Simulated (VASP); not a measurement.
# NaCl (Fm-3m) in VASP: relaxation of cell and atoms with r2SCAN

Aim: the relaxation of cell and atoms of NaCl with r2SCAN.

All numbers are computed with VASP 6.6.1; they aren't measurements. Logs are shortened: lines on timing, memory, paths and dates and some standing lists are left out, and cuts for length are marked.

## (1) Starting point

The structure is cubic, space group Fm-3m (No. 225). Conventional cell: a = 5.620 Å, b = 5.620 Å, c = 5.620 Å, α = 90.00°, β = 90.00°, γ = 90.00°. Na (site symmetry m-3m) is surrounded by 6 Cl at 2.81 Å. Cl (site symmetry m-3m) has 6 Na at 2.81 Å as nearest neighbours.

## (2) Relaxation of cell and atoms, r2SCAN

File INCAR:

```
PREC = Accurate
ENCUT = 600
EDIFF = 1E-7
ISMEAR = 0
SIGMA = 0.02
LREAL = False
LASPH = True
NELM = 80
ALGO = Normal
ISIF = 3
LWAVE = False
LCHARG = False
METAGGA = R2SCAN
LMIXTAU = True
IBRION = 2
NSW = 80
EDIFFG = -0.004
```

File KPOINTS:

```
Automatic mesh
0
Gamma
  8 8 8
```

File POSCAR:

```
NaCl
1.0
    0.0000000000      2.8100000000      2.8100000000
    2.8100000000      0.0000000000      2.8100000000
    2.8100000000      2.8100000000      0.0000000000
Na Cl
1 1
Direct
    0.0000000000      0.0000000000      0.0000000000
    0.5000000000      0.5000000000      0.5000000000
```

Potentials or basis: VASP PAW PBE potentials, release 64 (Na_pv, Cl).

Launch:

```sh
$ cat potpaw_PBE.64/Na_pv/POTCAR potpaw_PBE.64/Cl/POTCAR > POTCAR
$ mpirun -np 1 vasp_std > vasp.out
```

OUTCAR:

```text
PREC = Accurate
   ENCUT = 600
   EDIFF = 1E-7
   ISMEAR = 0
   LREAL = False
   LASPH = True
   NELM = 80
   ISIF = 3
   METAGGA = R2SCAN
   IBRION = 2
   NSW = 80
   EDIFFG = -0.004

 ion  position               nearest neighbor table
   1  0.000  0.000  0.000-
   2  0.500  0.500  0.500-

  LATTYP: Found a face centered cubic cell.
 ALAT       =     5.6200000000

  Lattice vectors:

 A1 = (   0.0000000000,   2.8100000000,   2.8100000000)
 A2 = (   2.8100000000,   0.0000000000,   2.8100000000)
 A3 = (   2.8100000000,   2.8100000000,   0.0000000000)

Analysis of symmetry for initial positions (statically):
=====================================================================
 Subroutine PRICEL returns:
 Original cell was already a primitive cell.

 Routine SETGRP: Setting up the symmetry group for a
 face centered cubic supercell.

 Subroutine GETGRP returns: Found 48 space group operations
 (whereof 48 operations were pure point group operations)
 out of a pool of 48 trial point group operations.

The static configuration has the point symmetry O_h .

Analysis of symmetry for dynamics (positions and initial velocities):
=====================================================================
 Subroutine PRICEL returns:
 Original cell was already a primitive cell.

 Routine SETGRP: Setting up the symmetry group for a
 face centered cubic supercell.

 Subroutine GETGRP returns: Found 48 space group operations
 (whereof 48 operations were pure point group operations)
 out of a pool of 48 trial point group operations.

The dynamic configuration has the point symmetry O_h .

 Subroutine INISYM returns: Found 48 space group operations
 (whereof 48 operations are pure point group operations),
 and found     1 'primitive' translations

----------------------------------------------------------------------------------------

                                     Primitive cell

  volume of cell :      44.3761

  direct lattice vectors                    reciprocal lattice vectors
     0.000000000  2.810000000  2.810000000    -0.177935943  0.177935943  0.177935943
     2.810000000  0.000000000  2.810000000     0.177935943 -0.177935943  0.177935943
     2.810000000  2.810000000  0.000000000     0.177935943  0.177935943 -0.177935943

  length of vectors
     3.973940110  3.973940110  3.973940110     0.308194094  0.308194094  0.308194094

  position of ions in fractional coordinates (direct lattice)
     0.000000000  0.000000000  0.000000000
     0.500000000  0.500000000  0.500000000

  ion indices of the primitive-cell ions
   primitive index   ion index
                 1           1
                 2           2

----------------------------------------------------------------------------------------

 KPOINTS: Automatic mesh

Automatic generation of k-mesh.
 Grid dimensions read from file:
 generate k-points for:    8    8    8

 Generating k-lattice:

  Cartesian coordinates                     Fractional coordinates (reciprocal lattice)
    -0.022241993  0.022241993  0.022241993     0.125000000  0.000000000  0.000000000
     0.022241993 -0.022241993  0.022241993     0.000000000  0.125000000  0.000000000
     0.022241993  0.022241993 -0.022241993     0.000000000  0.000000000  0.125000000

  Length of vectors
     0.038524262  0.038524262  0.038524262

  Shift w.r.t. Gamma in fractional coordinates (k-lattice)
     0.000000000  0.000000000  0.000000000

 Subroutine IBZKPT returns following result:
 ===========================================

 Found     29 irreducible k-points:

 Following reciprocal coordinates:
            Coordinates               Weight
  0.000000  0.000000  0.000000      1.000000
  0.125000  0.000000  0.000000      8.000000
  0.250000  0.000000  0.000000      8.000000
  0.375000  0.000000  0.000000      8.000000
  0.500000  0.000000  0.000000      4.000000
  0.125000  0.125000  0.000000      6.000000
[... 16 lines left out ...]
  0.500000  0.250000  0.125000     48.000000
 -0.375000  0.250000  0.125000     24.000000
 [... further k-points ...]
   k-points           NKPTS =     29   k-points in BZ     NKDIM =     29   number of bands    NBANDS=     11
   number of dos      NEDOS =    301   number of ions     NIONS =      2
   total plane-waves  NPLWV =  32768
   dimension x,y,z NGX =    32 NGY =   32 NGZ =   32
   dimension x,y,z NGXF=    64 NGYF=   64 NGZF=   64
   ions per type =               1   1
   NGX,Y,Z   is equivalent  to a cutoff of  13.39, 13.39, 13.39 a.u.
   NGXF,Y,Z  is equivalent  to a cutoff of  26.77, 26.77, 26.77 a.u.
 SYSTEM =  unknown system
   PREC   = accura    normal or accurate (medium, high low for compatibility)
   ISTART =      0    job   : 0-new  1-cont  2-samecut
   ICHARG =      2    charge: 1-file 2-atom 10-const
   ISPIN  =      1    spin polarized calculation?
   LNONCOLLINEAR =      F non collinear calculations
   LSORBIT =      F    spin-orbit coupling
   LASPH  =      T    aspherical Exc in radial PAW
   ENCUT  =  600.0 eV  44.10 Ry    6.64 a.u.   7.94  7.94  7.94*2*pi/ulx,y,z
   NELM   =     80;   NELMIN=  2; NELMDL= -5     # of ELM steps
   EDIFF  = 0.1E-06   stopping-criterion for ELM
   LREAL  =      F    real-space projection
   EDIFFG = -.4E-02   stopping-criterion for IOM
   NSW    =     80    number of steps for IOM
   IBRION =      2    ionic relax: 0-MD 1-quasi-New 2-CG
   NFREE  =      1    steps in history (QN), initial steepest desc. (CG)
   ISIF   =      3    stress and relaxation
   ISYM   =      2    0-nonsym 1-usesym 2-fastsym
   POTIM  = 0.5000    time-step for ionic-motion
   TEBEG  =    0.0;   TEEND  =   0.0 temperature during run
   PSTRESS=    0.0 pullay stress
   NELECT =      14.0000    total number of electrons
   NUPDOWN=      -1.0000    fix difference up-down
   EMIN   =  10.00;   EMAX   =-10.00  energy-range for DOS
   EFERMI =   0.00;   METHOD = LEGACY
   ISMEAR =     0;   SIGMA  =   0.02  broadening in eV -4-tet -1-fermi 0-gaus
   EFERMI_NEDOS =   21; number of points for ismear=-14 and -15
   IALGO  =     38    algorithm
   IMIX   =      4    mixing-type and parameters
     AMIX     =   0.40;   BMIX     =  1.00
     AMIX_MAG =   1.60;   BMIX_MAG =  1.00
  volume/ion in A,a.u.               =      22.19       149.73
  Fermi-wavevector in a.u.,A,eV,Ry     =   1.114469  2.106040 16.898985  1.242040
  Thomas-Fermi vector in A             =   2.251064
   LORBIT       =      0    0 simple, 1 ext, 2 COOP (PROOUT), +10 PAW based schemes
   METAGGA = R2SCAN    functional components
   LHFCALC =     F    Hartree Fock is set to
   AEXX    =    0.0000 exact exchange contribution
   IVDW    =     0    specifies the selected vdW correction
   LEPSILON=     F    determine dielectric tensor
   LRPA    =     F    only Hartree local field effects (RPA)
 conjugate gradient relaxation of ions
 non-spin polarized calculation
 Gauss-broadening in eV      SIGMA  =   0.02
  energy-cutoff  :      600.00
  volume of cell :       44.38
 maximum number of plane-waves:      1494
   NGX = 15   NGY = 15   NGZ = 15

--------------------------------------- Ionic step        1  -------------------------------------------

 number of electron      14.0000007 magnetization

 Free energy of the ion-electron system (eV)
  ---------------------------------------------------
  ext. energy  EPLUGINS =         0.00000000
  ---------------------------------------------------
  free energy    TOTEN  =       -13.79059003 eV

  energy without entropy =      -13.79059003  energy(sigma->0) =      -13.79059003

------------------------ aborting loop because EDIFF is reached ----------------------------------------

  FORCE on cell =-STRESS in cart. coord.  units (eV):
  Direction    XX          YY          ZZ          XY          YZ          ZX
  --------------------------------------------------------------------------------------
  -------------------------------------------------------------------------------------
  Total       -0.1084036     -0.1084036     -0.1084036      0.0000000      0.0000000     -0.0000000
  in kB       -3.9138619     -3.9138619     -3.9138619      0.0000000      0.0000000     -0.0000000
  external PRESSURE =      -3.9138619 kB  Pullay stress =       0.0000000 kB
[... 129 lines left out ...]
  energy  without entropy=      -13.7915276078  energy(sigma->0) =      -13.79152761

--------------------------------------- Ionic step        5  -------------------------------------------

 number of electron      14.0000010 magnetization

 Free energy of the ion-electron system (eV)
  ---------------------------------------------------
  ext. energy  EPLUGINS =         0.00000000
  ---------------------------------------------------
  free energy    TOTEN  =       -13.79151888 eV

  energy without entropy =      -13.79151888  energy(sigma->0) =      -13.79151888

 E-fermi :  -0.9053     XC(G=0):  -8.7596

 val. band max:       -1.0206066640   @ k =   0.0000   0.0000   0.0000
 cond. band min:       5.0039666914   @ k =   0.0000   0.0000   0.0000
 fundamental gap:      6.0245733554
 Fermi energy:        -0.9053394761

 k-point     1 :       0.0000    0.0000    0.0000
  band No.  band energies     occupation
      1     -22.4968      2.00000
      2     -22.4965      2.00000
      3     -22.4965      2.00000
      4     -14.2996      2.00000
      5      -1.0206      2.00000
      6      -1.0206      2.00000
      7      -1.0206      2.00000
      8       5.0040      0.00000
      9      10.7625      0.00000
     10      10.7625      0.00000
     11      10.7625      0.00000
[... 309 lines left out ...]
 k-point    24 :      -0.3750    0.2500    0.1250
  band No.  band energies     occupation
      1     -22.5220      2.00000
      2     -22.5051      2.00000
      3     -22.5010      2.00000
      4     -13.8983      2.00000
      5      -2.7394      2.00000
      6      -1.8300      2.00000
      7      -1.4647      2.00000
      8       8.0622      0.00000
      9       9.5385      0.00000
     10      10.1150      0.00000
     11      11.6605      0.00000

 [... further k-points ...]
[... 5 lines left out ...]
  --------------------------------------------------------------------------------------
  -------------------------------------------------------------------------------------
  Total        0.0005307      0.0005307      0.0005307      0.0000000     -0.0000000      0.0000000
  in kB        0.0194314      0.0194314      0.0194314      0.0000000     -0.0000000      0.0000000
  external PRESSURE =       0.0194314 kB  Pullay stress =       0.0000000 kB
[... 17 lines left out ...]
  FREE ENERGIE OF THE ION-ELECTRON SYSTEM (eV)
  ---------------------------------------------------
  free  energy   TOTEN  =       -13.7915188780 eV

  energy  without entropy=      -13.7915188780  energy(sigma->0) =      -13.79151888

 reached required accuracy - stopping structural energy minimisation
```

Wall time 2.4 min (1 thread of Intel Xeon Platinum 8375C at 2.90GHz (Ice Lake), shared host); peak memory 0.18 GiB.

Results:

* Free energy: -13.7915 eV
* Relaxed volume: 21.88 Å³/atom
* Relaxed cell: a = 3.956 Å, b = 3.956 Å, c = 3.956 Å, α = 60.00°, β = 60.00°, γ = 60.00°
* Space group after relaxing (to 0.05 Å): Fm-3m (No. 225)
* Energy gained by relaxing: 0.5 meV/atom
* Ionic steps: 5
* Pressure after relaxing: 0.0 GPa
* Band gap on the k mesh: 6.02 eV, direct

The path:
| step | energy change (eV) | largest force (eV/Å) | pressure (GPa) | volume (Å³) |
| --- | --- | --- | --- | --- |
| 1 | 0.0000 | 0.0000 | -0.39 | 44.38 |
| 2 | -0.0007 | 0.0000 | -0.17 | 44.03 |
| 3 | -0.0008 | 0.0000 | -0.11 | 43.92 |
| 4 | -0.0009 | 0.0000 | 0.03 | 43.72 |
| 5 | -0.0009 | 0.0000 | 0.00 | 43.76 |

Final structure:
```
CELL_PARAMETERS angstrom
0.00000 2.79697 2.79697
2.79697 0.00000 2.79697
2.79697 2.79697 0.00000
ATOMIC_POSITIONS crystal
Na 0.00000 0.00000 0.00000
Cl 0.50000 0.50000 0.50000
```

Caveat: the PAW data sets were made with another functional, which shifts forces and pressure a little. r2SCAN opens gaps a little over a GGA but as a rule still falls short of measured ones.
